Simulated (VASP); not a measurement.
# CdSe in VASP: settings compared

CdSe is run at these levels: PBE, PBEsol; tasks: single point.

All numbers are computed with VASP 6.6.1; they aren't measurements. Logs are shortened: lines on timing, memory, paths and dates and some standing lists are left out, and cuts for length are marked.

**Measured values to compare with.**

A printed reference work, data compilation reports, for a bulk crystal of CdSe at 2 K: band gap 1.841 eV.

The runs below are set against these values where they give the same quantity.

## Step 1: The cell of the first run

The typed cell holds 4 atoms: a = 4.300 Å, b = 4.300 Å, c = 7.020 Å, α = 90.00°, β = 90.00°, γ = 120.00°.

## Step 2: Single point, PBE (atoms moved at random)

Contents of INCAR:

```
ALGO = Normal
EDIFF = 1E-7
ENCUT = 450
ISIF = 2
ISMEAR = 0
LASPH = True
LCHARG = False
LREAL = False
LWAVE = False
NELM = 100
PREC = Accurate
SIGMA = 0.02
```

Contents of KPOINTS:

```
k-points
0
Gamma
  6 6 3
```

Contents of POSCAR:

```
CdSe
1.0
    4.3000000000      0.0000000000      0.0000000000
   -2.1500000000      3.7239092363      0.0000000000
    0.0000000000      0.0000000000      7.0200000000
Cd Se
2 2
Direct
    0.6617200000      0.3354790000      0.5011110000
    0.3395130000      0.6653550000      0.0012150000
    0.6720470000      0.3327820000      0.8876350000
    0.3313380000      0.6707400000      0.3821300000
```

Potentials or basis: VASP PAW PBE potentials, release 64 (Cd, Se).

Launch:

```console
$ cat potpaw_PBE.64/Cd/POTCAR potpaw_PBE.64/Se/POTCAR > POTCAR
$ mpirun -np 1 vasp_std > vasp.out
```

OUTCAR:

```text
EDIFF = 1E-7
   ENCUT = 450
   ISIF = 2
   ISMEAR = 0
   LASPH = True
   LREAL = False
   NELM = 100
   PREC = Accurate

 Found     56 irreducible k-points:

 Following reciprocal coordinates:
            Coordinates               Weight
  0.000000  0.000000  0.000000      1.000000
  0.166667 -0.000000  0.000000      2.000000
  0.000000  0.166667  0.000000      2.000000
 -0.166667  0.166667  0.000000      2.000000
  0.333333 -0.000000  0.000000      2.000000
  0.000000  0.333333  0.000000      2.000000
   k-points           NKPTS =     56   k-points in BZ     NKDIM =     56   number of bands    NBANDS=     22
   number of dos      NEDOS =    301   number of ions     NIONS =      4
   total plane-waves  NPLWV =  45000
   dimension x,y,z NGX =    30 NGY =   30 NGZ =   50
   dimension x,y,z NGXF=    60 NGYF=   60 NGZF=  100
   ions per type =               2   2
   NGX,Y,Z   is equivalent  to a cutoff of  11.60, 11.60, 11.84 a.u.
   NGXF,Y,Z  is equivalent  to a cutoff of  23.20, 23.20, 23.68 a.u.
 SYSTEM =  unknown system
   PREC   = accura    normal or accurate (medium, high low for compatibility)
   ISTART =      0    job   : 0-new  1-cont  2-samecut
   ICHARG =      2    charge: 1-file 2-atom 10-const
   ISPIN  =      1    spin polarized calculation?
   LNONCOLLINEAR =      F non collinear calculations
   LSORBIT =      F    spin-orbit coupling
   LASPH  =      T    aspherical Exc in radial PAW
   ENCUT  =  450.0 eV  33.07 Ry    5.75 a.u.   7.44  7.44 12.14*2*pi/ulx,y,z
   NELM   =    100;   NELMIN=  2; NELMDL= -5     # of ELM steps
   EDIFF  = 0.1E-06   stopping-criterion for ELM
   LREAL  =      F    real-space projection
   EDIFFG = 0.1E-05   stopping-criterion for IOM
   NSW    =      0    number of steps for IOM
   IBRION =     -1    ionic relax: 0-MD 1-quasi-New 2-CG
   NFREE  =      0    steps in history (QN), initial steepest desc. (CG)
   ISIF   =      2    stress and relaxation
   ISYM   =      2    0-nonsym 1-usesym 2-fastsym
   POTIM  = 0.5000    time-step for ionic-motion
   TEBEG  =    0.0;   TEEND  =   0.0 temperature during run

   SCALEE = 1.0000    scale energy and forces
   PSTRESS=    0.0 pullay stress
   NELECT =      36.0000    total number of electrons
   NUPDOWN=      -1.0000    fix difference up-down
   EMIN   =  10.00;   EMAX   =-10.00  energy-range for DOS
   EFERMI =   0.00;   METHOD = LEGACY
   ISMEAR =     0;   SIGMA  =   0.02  broadening in eV -4-tet -1-fermi 0-gaus
   EFERMI_NEDOS =   21; number of points for ismear=-14 and -15
   IALGO  =     38    algorithm
   IMIX   =      4    mixing-type and parameters
     AMIX     =   0.40;   BMIX     =  1.00
     AMIX_MAG =   1.60;   BMIX_MAG =  1.00
  volume/ion in A,a.u.               =      28.10       189.64
  Fermi-wavevector in a.u.,A,eV,Ry     =   1.120059  2.116604 17.068937  1.254531
  Thomas-Fermi vector in A             =   2.256702
   LORBIT       =      0    0 simple, 1 ext, 2 COOP (PROOUT), +10 PAW based schemes
   GGA     = PE    functional components
   LHFCALC =     F    Hartree Fock is set to
   AEXX    =    0.0000 exact exchange contribution
   IVDW    =     0    specifies the selected vdW correction
   LEPSILON=     F    determine dielectric tensor
   LRPA    =     F    only Hartree local field effects (RPA)

   CSHIFT  =0.1000    complex shift for real part using Kramers Kronig

   OMEGAMAX=  -1.0    maximum frequency
 non-spin polarized calculation
 Gauss-broadening in eV      SIGMA  =   0.02
  energy-cutoff  :      450.00
  volume of cell :      112.41
 maximum number of plane-waves:      2448
 NGX is ok and might be reduce to    30
   NGX = 15   NGY = 15   NGZ = 25

 number of electron      36.0000005 magnetization

 Free energy of the ion-electron system (eV)
  ---------------------------------------------------
  ext. energy  EPLUGINS =         0.00000000
  ---------------------------------------------------
  free energy    TOTEN  =       -10.89834548 eV

  energy without entropy =      -10.89834548  energy(sigma->0) =      -10.89834548

 E-fermi :   1.0359     XC(G=0):  -8.8814

 val. band max:        0.9490510623   @ k =   0.0000   0.0000   0.0000
 cond. band min:       1.6366028641   @ k =   0.0000   0.0000   0.0000
 fundamental gap:      0.6875518018
 Fermi energy:         1.0358702386

 k-point     1 :       0.0000    0.0000    0.0000
  band No.  band energies     occupation
      1     -11.6545      2.00000
      2     -11.2860      2.00000
      3      -7.0023      2.00000
      4      -6.9931      2.00000
      5      -6.9451      2.00000
      6      -6.9364      2.00000
[... 14 lines left out ...]
     21       6.7729      0.00000
     22       6.8541      0.00000

 k-point     2 :       0.1667   -0.0000    0.0000
  band No.  band energies     occupation
      1     -11.5705      2.00000
      2     -11.2466      2.00000
      3      -6.9679      2.00000
      4      -6.9484      2.00000
      5      -6.9022      2.00000
      6      -6.8919      2.00000
[... 14 lines left out ...]
     21       6.2037      0.00000
     22       7.1300      0.00000

 k-point     3 :       0.0000    0.1667    0.0000
  band No.  band energies     occupation
      1     -11.5702      2.00000
      2     -11.2463      2.00000
      3      -6.9644      2.00000
      4      -6.9490      2.00000
      5      -6.9022      2.00000
      6      -6.8919      2.00000
[... 14 lines left out ...]
     21       6.2161      0.00000
     22       7.1379      0.00000

 k-point     4 :      -0.1667    0.1667    0.0000
  band No.  band energies     occupation
      1     -11.5704      2.00000
      2     -11.2459      2.00000
      3      -6.9598      2.00000
      4      -6.9531      2.00000
      5      -6.9059      2.00000
      6      -6.8930      2.00000
[... 14 lines left out ...]
     21       6.2253      0.00000
     22       7.1528      0.00000

 k-point     5 :       0.3333   -0.0000    0.0000
  band No.  band energies     occupation
      1     -11.3876      2.00000
      2     -11.1795      2.00000
      3      -6.9107      2.00000
      4      -6.9007      2.00000
      5      -6.8091      2.00000
      6      -6.7804      2.00000
[... 14 lines left out ...]
     21       6.0874      0.00000
     22       6.7759      0.00000

 k-point     6 :       0.0000    0.3333    0.0000
  band No.  band energies     occupation
      1     -11.3868      2.00000
      2     -11.1787      2.00000
      3      -6.9055      2.00000
      4      -6.8977      2.00000
      5      -6.8050      2.00000
      6      -6.7827      2.00000
[... 14 lines left out ...]
     21       6.0699      0.00000
     22       6.7800      0.00000

 [... further k-points ...]

------------------------ aborting loop because EDIFF is reached ----------------------------------------

  FORCE on cell =-STRESS in cart. coord.  units (eV):
  Direction    XX          YY          ZZ          XY          YZ          ZX
  --------------------------------------------------------------------------------------
  -------------------------------------------------------------------------------------
  Total        2.6299730      2.7245715      1.3874385     -0.0399420      0.0453569      0.0048043
  in kB       37.4849741     38.8332857     19.7751446     -0.5692929      0.6464714      0.0684758
  external PRESSURE =      32.0311348 kB  Pullay stress =       0.0000000 kB

 VOLUME and BASIS-vectors are now :
 -----------------------------------------------------------------------------
  energy-cutoff  :      450.00
  volume of cell :      112.41
      direct lattice vectors                 reciprocal lattice vectors
     4.300000000  0.000000000  0.000000000     0.232558140  0.134267504  0.000000000
    -2.150000000  3.723909236  0.000000000     0.000000000  0.268535009  0.000000000
     0.000000000  0.000000000  7.020000000     0.000000000  0.000000000  0.142450142

 POSITION                                       TOTAL-FORCE (eV/Angst)
 -----------------------------------------------------------------------------------
      2.12412      1.24929      3.51780         0.046553      0.040252      0.296834
      0.02939      2.47772      0.00853        -0.026442      0.016713      0.213037
      2.17432      1.23925      6.23120         0.008449     -0.009110     -0.417400
     -0.01734      2.49777      2.68255        -0.028560     -0.047855     -0.092471
 -----------------------------------------------------------------------------------
    total drift:                                0.000133     -0.000082     -0.001132

  FREE ENERGIE OF THE ION-ELECTRON SYSTEM (eV)
  ---------------------------------------------------
  free  energy   TOTEN  =       -10.8983454758 eV

  energy  without entropy=      -10.8983454758  energy(sigma->0) =      -10.89834548
```

stdout:

```text
POSCAR found type information on POSCAR CdSe
 POSCAR found :  2 types and       4 ions
 scaLAPACK will be used
 LDA part: xc-table for (Slater+PW92), standard interpolation
 POSCAR, INCAR and KPOINTS ok, starting setup
 FFT: planning ... GRIDC
 FFT: planning ... GRID_SOFT
 FFT: planning ... GRID
 WAVECAR not read
 entering main loop
```

Run time: 56 s. Hardware: 1 thread of Intel Xeon 6975P-C (Granite Rapids), shared host; peak memory 0.26 GiB.

Results:

```yaml
Free_energy: -10.8983 eV
Pressure: 3.2 GPa
Largest_force: 0.418 eV/Å
Band_gap_on_the_k_mesh: 0.69 eV
```

Forces in eV/Å, atoms in the order of the input:
```
Cd   0.047  0.040  0.297
Cd  -0.026  0.017  0.213
Se   0.008 -0.009 -0.417
Se  -0.029 -0.048 -0.092
```

Caveat: the cell differs from its parent crystal (atoms moved at random); the cell stands under pressure.

## Step 3: Single point, PBEsol

Contents of INCAR:

```
ALGO = Normal ; EDIFF = 1E-6
ENCUT = 520 ; GGA = PS
ISIF = 2 ; ISMEAR = -1
LASPH = T ; LCHARG = F
LREAL = F ; LWAVE = F
NBANDS = 26 ; NELM = 100
PREC = Accurate ; SIGMA = 0.05
```

Contents of KPOINTS:

```
k-points
0
Gamma
  5 5 3
```

Contents of POSCAR:

```
CdSe
1.0
    4.3000000000      0.0000000000      0.0000000000
   -2.1500000000      3.7239092363      0.0000000000
    0.0000000000      0.0000000000      7.0200000000
Cd Se
2 2
Direct
    0.6666666667      0.3333333333      0.5000000000
    0.3333333333      0.6666666667      0.0000000000
    0.6666666667      0.3333333333      0.8850000000
    0.3333333333      0.6666666667      0.3850000000
```

Potentials or basis: VASP PAW PBE potentials, release 64 (Cd, Se).

Launch:

```console
$ cat potpaw_PBE.64/Cd/POTCAR potpaw_PBE.64/Se/POTCAR > POTCAR
$ mpirun -np 1 vasp_std > vasp.out
```

It took 54 s on 1 thread of Intel Xeon 8259CL, shared host; peak memory 0.23 GiB.

It converged, with:

| Item | Value |
| --- | --- |
| Free energy | -12.3139 eV |
| Pressure | 0.5 GPa |
| Largest force | 0.278 eV/Å |
| Band gap on the k mesh | 0.58 eV |

Forces on the atoms (eV/Å):
```
Cd   0.000  0.000  0.278
Cd   0.000  0.000  0.278
Se   0.000  0.000 -0.278
Se   0.000  0.000 -0.278
```

Stress tensor (GPa, compression positive):
```
 1.18  0.00  0.00
 0.00  1.18  0.00
 0.00  0.00 -0.78
```

Levels at points of the mesh, in eV from the valence-band top:
```
           k point  band 15  band 16  band 17  band 18  band 19  band 20  band 21  band 22
(0.00, 0.00, 0.00)    -0.73    -0.01     0.00     0.00     0.58     2.01     5.79     5.79
```

Caveat: the PAW data sets were made with another functional, which shifts forces and pressure a little.

## Step 4: Single point, PBEsol, non-collinear spin, zero start, spin-orbit coupling

Contents of INCAR:

```
  ALGO = Normal
  EDIFF = 1E-7
  ENCUT = 520
  GGA = PS
  GGA_COMPAT = F
  ISIF = 2
  ISMEAR = -1
  LASPH = T
  LCHARG = F
  LORBIT = 11
  LORBMOM = T
  LREAL = F
  LSORBIT = T
  LWAVE = F
  MAGMOM = 0 0 0 0 0 0 0 0 0 0 0 0
  NBANDS = 50
  NELM = 150
  PREC = Accurate
  SIGMA = 0.05
```

KPOINTS is that of step 3.

POSCAR is that of step 3.

Launch:

```console
$ cat potpaw_PBE.64/Cd/POTCAR potpaw_PBE.64/Se/POTCAR > POTCAR
$ mpirun -np 1 vasp_ncl > vasp.out
```

Run time: 5.6 min. Hardware: 1 thread of Intel Xeon 8259CL, shared host; peak memory 0.5 GiB.

It converged, with:

```yaml
Free_energy: -12.4119 eV
Pressure: 0.5 GPa
Largest_force: 0.278 eV/Å
Net_moment: 0.00 μB per cell
Valence_electrons_inside_the_program's_atomic_spheres: Cd 10.32; Se 3.85
```

Forces in eV/Å, atoms in the order of the input:
```
Cd   0.000  0.000  0.278
Cd   0.000  0.000  0.278
Se   0.000  0.000 -0.278
Se   0.000  0.000 -0.278
```

Stress tensor (GPa, compression positive):
```
 1.17  0.00  0.00
 0.00  1.17  0.00
 0.00  0.00 -0.79
```

Moments on the atoms (μB; x, y, z):
```
Cd  0.00 0.00 0.00
Cd  0.00 0.00 0.00
Se  0.00 0.00 0.00
Se  0.00 0.00 0.00
```

Caveat: the PAW data sets were made with another functional, which shifts forces and pressure a little.

## Step 5: Single point, PBEsol, non-collinear spin, zero start, spin-orbit coupling

This run uses another cell than the first one, of 27.54 Å³/atom.

Changes to INCAR since step 4:

```diff
@@ -1,3 +1,3 @@
   ALGO = Normal
-  EDIFF = 1E-7
+  EDIFF = 1E-6
   ENCUT = 520
@@ -9,2 +9,3 @@
   LCHARG = F
+  LNONCOLLINEAR = T
   LORBIT = 11
```

Contents of KPOINTS:

```
k-points
0
Gamma
  7 7 4
```

Contents of POSCAR:

```
CdSe
1.0
    4.2711400700      0.0000000000      0.0000000000
   -2.1355700350      3.6989158038      0.0000000000
    0.0000000000      0.0000000000      6.9728844864
Cd Se
2 2
Direct
    0.6666666667      0.3333333333      0.5000000000
    0.3333333333      0.6666666667      0.0000000000
    0.6666666667      0.3333333333      0.8850000000
    0.3333333333      0.6666666667      0.3850000000
```

Launch:

```console
$ cat potpaw_PBE.64/Cd/POTCAR potpaw_PBE.64/Se/POTCAR > POTCAR
$ mpirun -np 1 vasp_ncl > vasp.out
```

Wall time 8.1 min (1 thread of Intel Xeon 8259CL, shared host); peak memory 0.59 GiB.

Results (log left out):

```
Free energy                                           : -12.4141 eV
Pressure                                              : 1.6 GPa
Largest force                                         : 0.296 eV/Å
Net moment                                            : 0.00 μB per cell
Valence electrons inside the program's atomic spheres : Cd 10.33; Se 3.86
```

Forces in eV/Å, atoms in the order of the input:
```
Cd   0.000  0.000  0.296
Cd   0.000  0.000  0.296
Se   0.000  0.000 -0.296
Se   0.000  0.000 -0.296
```

Stress tensor (GPa, compression positive):
```
2.35 0.00 0.00
0.00 2.35 0.00
0.00 0.00 0.19
```

Moments on the atoms (μB; x, y, z):
```
Cd  0.00 0.00 0.00
Cd  0.00 0.00 0.00
Se  0.00 0.00 0.00
Se  0.00 0.00 0.00
```

Caveat: the PAW data sets were made with another functional, which shifts forces and pressure a little.

## Step 6: Summary

```tsv
level	spin	cell	k mesh	cutoff (eV)	smearing	dipole correction	gap on the mesh (eV)	pressure (GPa)	moment (μB)	largest force (eV/Å)
PBE	off	a = 4.300, b = 4.300, c = 7.020 Å, angles 90.0, 90.0, 120.0°, 4 atoms, atomic positions A	6 × 6 × 3	450	gaussian 0.02 eV	-	0.69	3.2	-	0.42
PBEsol	off	a = 4.300, b = 4.300, c = 7.020 Å, angles 90.0, 90.0, 120.0°, 4 atoms, atomic positions B	5 × 5 × 3	520	fermi-dirac 0.05 eV	no	0.58	0.5	-	0.28
PBEsol	non-collinear, zero start, SOC	a = 4.300, b = 4.300, c = 7.020 Å, angles 90.0, 90.0, 120.0°, 4 atoms, atomic positions B	5 × 5 × 3	520	fermi-dirac 0.05 eV	no	-	0.5	0.00	0.28
PBEsol	non-collinear, zero start, SOC	a = 4.271, b = 4.271, c = 6.973 Å, angles 90.0, 90.0, 120.0°, 4 atoms, atomic positions B	7 × 7 × 4	520	fermi-dirac 0.05 eV	no	-	1.6	0.00	0.30
```

Alike in all rows: task single point; potentials or basis VASP PAW PBE potentials, release 64 (Cd, Se).

Caveats: the PAW data sets were made with another functional, which shifts forces and pressure a little (at least some runs); the cell stands under pressure (at least some runs).

Absolute energies hang on the potentials; compare differences alone.

## Step 7: Against experiment

Step 3. A measured gap of CdSe is 1.841 eV (2 K; a printed reference work, data compilation); the calculated 0.58 eV misses it by -1.27 eV. So large a miss can be the level of theory's own, or it may mean another phase, state or a wrong row. Spin-orbit coupling on Cd, Se is left out. The value is that of PBEsol, without temperature or zero-point motion. Semilocal functionals fall short of measured gaps as a rule.
